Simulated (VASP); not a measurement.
# P4 in VASP: single point with PBE0

Aim: the single point of P4 with PBE0.

Everything below comes from runs of VASP 6.6.1. Logs are shortened: lines on timing, memory, paths and dates and some standing lists are left out, and cuts for length are marked.

## (1) Starting point

The cell holds a molecule in a box, 4 atoms: a = 12.000 Å, b = 12.500 Å, c = 13.000 Å, α = 90.00°, β = 90.00°, γ = 90.00°.

## (2) Single point, PBE0

POSCAR

```
P
1.0
   12.0000000000      0.0000000000      0.0000000000
    0.0000000000     12.5000000000      0.0000000000
    0.0000000000      0.0000000000     13.0000000000
P
4
Direct
    0.5646300000      0.5620400000      0.5596500000
    0.5646300000      0.4379600000      0.4403500000
    0.4353700000      0.5620400000      0.4403500000
    0.4353700000      0.4379600000      0.5596500000
```

INCAR.step1

```
PREC     = Accurate       # precision mode
ENCUT    = 520            # plane-wave cutoff, eV
EDIFF    = 1E-5           # SCF threshold, eV
ISMEAR   = 0              # smearing method
SIGMA    = 0.02           # smearing width, eV
LREAL    = F              # projectors in reciprocal space
LASPH    = T              # aspherical terms in the spheres
NELM     = 80             # most SCF steps
ALGO     = Normal         # electronic algorithm
ISIF     = 2              # what is computed and relaxed
LWAVE    = T              # write WAVECAR
NBANDS   = 18             # bands
GGA      = PE             # functional
```

INCAR.step2

```
PREC     = Accurate       # precision mode
ENCUT    = 520            # plane-wave cutoff, eV
EDIFF    = 1E-7           # SCF threshold, eV
ISMEAR   = 0              # smearing method
SIGMA    = 0.02           # smearing width, eV
LREAL    = F              # projectors in reciprocal space
LASPH    = T              # aspherical terms in the spheres
NELM     = 80             # most SCF steps
ALGO     = Normal         # electronic algorithm
ISIF     = 2              # what is computed and relaxed
LWAVE    = F              # write WAVECAR
LCHARG   = T              # write CHGCAR
GGA      = PE             # functional
LHFCALC  = T              # exact exchange
AEXX     = 0.25           # exact-exchange fraction
PRECFOCK = Fast         
HFRCUT   = -1           
LELF     = T              # ELF
LVHAR    = T            
NBANDS   = 18             # bands
ISTART   = 1
```

KPOINTS

```
Automatic mesh
0
Gamma
  1 1 1
```

Potentials or basis: VASP PAW PBE potentials, release 64 (P).

Command:

```sh
$ cat potpaw_PBE.64/P/POTCAR > POTCAR
$ cp INCAR.step1 INCAR
$ mpirun -np 1 vasp_std > vasp.out
$ cp INCAR.step2 INCAR
$ mpirun -np 1 vasp_std > vasp.out
```

OUTCAR:

```text
PREC = Accurate
   ENCUT = 520
   EDIFF = 1E-7
   ISMEAR = 0
   LREAL = F
   LASPH = T
   NELM = 80
   ISIF = 2
   GGA = PE
   LHFCALC = T
   AEXX = 0.25
   PRECFOCK = Fast
   ISTART = 1

 ion  position               nearest neighbor table
   1  0.565  0.562  0.560-   2 2.19   3 2.19   4 2.19
   2  0.565  0.438  0.440-   1 2.19   4 2.19   3 2.19
   3  0.435  0.562  0.440-   4 2.19   1 2.19   2 2.19
   4  0.435  0.438  0.560-   3 2.19   2 2.19   1 2.19

  LATTYP: Found a simple orthorhombic cell.
 ALAT       =    12.0000000000
 B/A-ratio  =     1.0416666667
 C/A-ratio  =     1.0833333333

  Lattice vectors:

 A1 = (  12.0000000000,   0.0000000000,   0.0000000000)
 A2 = (   0.0000000000,  12.5000000000,   0.0000000000)
 A3 = (   0.0000000000,   0.0000000000,  13.0000000000)

Analysis of symmetry for initial positions (statically):
=====================================================================
 Subroutine PRICEL returns:
 Original cell was already a primitive cell.

 Routine SETGRP: Setting up the symmetry group for a
 simple orthorhombic supercell.

 Subroutine GETGRP returns: Found  4 space group operations
 (whereof  4 operations were pure point group operations)
 out of a pool of  8 trial point group operations.

The static configuration has the point symmetry D_2 .

Analysis of symmetry for dynamics (positions and initial velocities):
=====================================================================
 Subroutine PRICEL returns:
 Original cell was already a primitive cell.

 Routine SETGRP: Setting up the symmetry group for a
 simple orthorhombic supercell.

 Subroutine GETGRP returns: Found  4 space group operations
 (whereof  4 operations were pure point group operations)
 out of a pool of  8 trial point group operations.

The dynamic configuration has the point symmetry D_2 .

 Subroutine INISYM returns: Found  4 space group operations
 (whereof  4 operations are pure point group operations),
 and found     1 'primitive' translations

----------------------------------------------------------------------------------------

                                     Primitive cell

  volume of cell :    1950.0000

  direct lattice vectors                    reciprocal lattice vectors
    12.000000000  0.000000000  0.000000000     0.083333333  0.000000000  0.000000000
     0.000000000 12.500000000  0.000000000     0.000000000  0.080000000  0.000000000
     0.000000000  0.000000000 13.000000000     0.000000000  0.000000000  0.076923077

  length of vectors
    12.000000000 12.500000000 13.000000000     0.083333333  0.080000000  0.076923077

  position of ions in fractional coordinates (direct lattice)
     0.564630000  0.562040000  0.559650000
     0.564630000  0.437960000  0.440350000
     0.435370000  0.562040000  0.440350000
     0.435370000  0.437960000  0.559650000

  ion indices of the primitive-cell ions
   primitive index   ion index
                 1           1
                 2           2
                 3           3
                 4           4

----------------------------------------------------------------------------------------

 KPOINTS: Automatic mesh

Automatic generation of k-mesh.
 Grid dimensions read from file:
 generate k-points for:    1    1    1

 Generating k-lattice:

  Cartesian coordinates                     Fractional coordinates (reciprocal lattice)
     0.083333333  0.000000000  0.000000000     1.000000000  0.000000000  0.000000000
     0.000000000  0.080000000  0.000000000     0.000000000  1.000000000  0.000000000
     0.000000000  0.000000000  0.076923077     0.000000000  0.000000000  1.000000000

  Length of vectors
     0.083333333  0.080000000  0.076923077

  Shift w.r.t. Gamma in fractional coordinates (k-lattice)
     0.000000000  0.000000000  0.000000000

 Subroutine IBZKPT returns following result:
 ===========================================

 Found      1 irreducible k-points:

 Following reciprocal coordinates:
            Coordinates               Weight
  0.000000  0.000000  0.000000      1.000000
   k-points           NKPTS =      1   k-points in BZ     NKDIM =      1   number of bands    NBANDS=     18
   number of dos      NEDOS =    301   number of ions     NIONS =      4
   total plane-waves  NPLWV = 846720
   dimension x,y,z NGX =    90 NGY =   96 NGZ =   98
   dimension x,y,z NGXF=   180 NGYF=  192 NGZF=  196
   ions per type =               4
   NGX,Y,Z   is equivalent  to a cutoff of  12.47, 12.77, 12.53 a.u.
   NGXF,Y,Z  is equivalent  to a cutoff of  24.94, 25.54, 25.06 a.u.
 SYSTEM =  unknown system
   PREC   = accura    normal or accurate (medium, high low for compatibility)
   ISTART =      1    job   : 0-new  1-cont  2-samecut
   ICHARG =      0    charge: 1-file 2-atom 10-const
   ISPIN  =      1    spin polarized calculation?
   LNONCOLLINEAR =      F non collinear calculations
   LSORBIT =      F    spin-orbit coupling
   LASPH  =      T    aspherical Exc in radial PAW
   ENCUT  =  520.0 eV  38.22 Ry    6.18 a.u.  22.31 23.24 24.17*2*pi/ulx,y,z
   NELM   =     80;   NELMIN=  2; NELMDL=  0     # of ELM steps
   EDIFF  = 0.1E-06   stopping-criterion for ELM
   LREAL  =      F    real-space projection
   EDIFFG = 0.1E-05   stopping-criterion for IOM
   NSW    =      0    number of steps for IOM
   IBRION =     -1    ionic relax: 0-MD 1-quasi-New 2-CG
   NFREE  =      0    steps in history (QN), initial steepest desc. (CG)
   ISIF   =      2    stress and relaxation
   ISYM   =      3    0-nonsym 1-usesym 2-fastsym
   POTIM  = 0.5000    time-step for ionic-motion
   TEBEG  =    0.0;   TEEND  =   0.0 temperature during run
   PSTRESS=    0.0 pullay stress
   NELECT =      20.0000    total number of electrons
   NUPDOWN=      -1.0000    fix difference up-down
   EMIN   =  10.00;   EMAX   =-10.00  energy-range for DOS
   EFERMI =   0.00;   METHOD = LEGACY
   ISMEAR =     0;   SIGMA  =   0.02  broadening in eV -4-tet -1-fermi 0-gaus
   EFERMI_NEDOS =   21; number of points for ismear=-14 and -15
   IALGO  =     38    algorithm
   IMIX   =      1    mixing-type and parameters
     AMIX     =   0.40;   BMIX     =  1.00
     AMIX_MAG =   1.60;   BMIX_MAG =  1.00
  volume/ion in A,a.u.               =     487.50      3289.81
  Fermi-wavevector in a.u.,A,eV,Ry     =   0.355691  0.672159  1.721359  0.126516
  Thomas-Fermi vector in A             =   1.271717
   LORBIT       =      0    0 simple, 1 ext, 2 COOP (PROOUT), +10 PAW based schemes
   GGA     = PE    functional components
   LHFCALC =     T    Hartree Fock is set to
   PRECFOCK=fast      Normal, Fast or Accurate (Low or Medium for compatibility)
   ENCUT4O =  -1.0   cutoff for four orbital integrals eV
   NKREDX  =     1    reduce k-point grid by
   NKREDY  =     1    reduce k-point grid by
   NKREDZ  =     1    reduce k-point grid by
   AEXX    =    0.2500 exact exchange contribution
   HFSCREEN=    0.0000 screening length (either q_TF or 0.3 A-1)
   HFSCREENC=   0.0000 screening length for correlation (either q_TF or 0.3 A-1)
   ENCUTFOCK=  -1.0 apply spherical cutoff to Coloumb kernel
   IVDW    =     0    specifies the selected vdW correction
   LEPSILON=     F    determine dielectric tensor
   LRPA    =     F    only Hartree local field effects (RPA)
 non-spin polarized calculation
 Gauss-broadening in eV      SIGMA  =   0.02
  energy-cutoff  :      520.00
  volume of cell :     1950.00
 maximum number of plane-waves:     52487
 NGX is ok and might be reduce to    90
  NGX = 48; NGY = 48; NGZ = 50

 number of electron      20.0000002 magnetization

 Free energy of the ion-electron system (eV)
  ---------------------------------------------------
  ext. energy  EPLUGINS =         0.00000000
  ---------------------------------------------------
  free energy    TOTEN  =       -27.55223909 eV

  energy without entropy =      -27.55223909  energy(sigma->0) =      -27.55223909

 E-fermi :  -7.0533     XC(G=0):  -0.6745

 val. band max:       -7.1852342288   @ k =   0.0000   0.0000   0.0000
 cond. band min:      -0.4008249440   @ k =   0.0000   0.0000   0.0000
 fundamental gap:      6.7844092847
 Fermi energy:        -7.0533036461

 k-point     1 :       0.0000    0.0000    0.0000
  band No.  band energies     occupation
      1     -22.1960      2.00000
      2     -14.8206      2.00000
      3     -14.8203      2.00000
      4     -14.8202      2.00000
      5      -9.5259      2.00000
      6      -8.0419      2.00000
      7      -8.0418      2.00000
      8      -8.0417      2.00000
      9      -7.1890      2.00000
     10      -7.1852      2.00000
     11      -0.4008      0.00000
     12      -0.4007      0.00000
     13      -0.4007      0.00000
     14      -0.3731      0.00000
     15      -0.3638      0.00000
     16      -0.3512      0.00000
     17       0.2005      0.00000
     18       1.0558      0.00000

------------------------ aborting loop because EDIFF is reached ----------------------------------------

  FORCE on cell =-STRESS in cart. coord.  units (eV):
  Direction    XX          YY          ZZ          XY          YZ          ZX
  --------------------------------------------------------------------------------------
  -------------------------------------------------------------------------------------
  Total       -1.0157756     -0.9533304     -0.9255745      0.0000000      0.0000000      0.0000000
  in kB       -0.8345911     -0.7832843     -0.7604792      0.0000000      0.0000000      0.0000000
  external PRESSURE =      -0.7927849 kB  Pullay stress =       0.0000000 kB

 VOLUME and BASIS-vectors are now :
 -----------------------------------------------------------------------------
  energy-cutoff  :      520.00
  volume of cell :     1950.00
      direct lattice vectors                 reciprocal lattice vectors
    12.000000000  0.000000000  0.000000000     0.083333333  0.000000000  0.000000000
     0.000000000 12.500000000  0.000000000     0.000000000  0.080000000  0.000000000
     0.000000000  0.000000000 13.000000000     0.000000000  0.000000000  0.076923077

 POSITION                                       TOTAL-FORCE (eV/Angst)
 -----------------------------------------------------------------------------------
      6.77556      7.02550      7.27545        -0.288669     -0.288656     -0.288062
      6.77556      5.47450      5.72455        -0.288669      0.288656      0.288062
      5.22444      7.02550      5.72455         0.288669     -0.288656      0.288062
      5.22444      5.47450      7.27545         0.288669      0.288656     -0.288062
 -----------------------------------------------------------------------------------
    total drift:                               -0.000000     -0.000000     -0.000000

  FREE ENERGIE OF THE ION-ELECTRON SYSTEM (eV)
  ---------------------------------------------------
  free  energy   TOTEN  =       -27.5522390855 eV

  energy  without entropy=      -27.5522390855  energy(sigma->0) =      -27.55223909
```

It took 4.6 min on 1 thread of AMD EPYC 9R45 (Zen 5), shared host; peak memory 1.2 GiB.

What came out:

| Quantity | Value |
| --- | --- |
| Free energy | -27.5522 eV |
| Largest force | 0.500 eV/Å |
| Gap between the frontier levels | 6.78 eV |

Forces in eV/Å, atoms in the order of the input:
```
P   -0.289 -0.289 -0.288
P   -0.289  0.289  0.288
P    0.289 -0.289  0.288
P    0.289  0.289 -0.288
```

Levels at points of the mesh, in eV from the valence-band top:
```csv
k point,band 8,band 9,band 10,band 11,band 12,band 13
"(0.00, 0.00, 0.00)",-0.86,0.00,0.00,6.78,6.78,6.78
```

Caveat: the PAW data sets were made with another functional, which shifts forces and pressure a little.
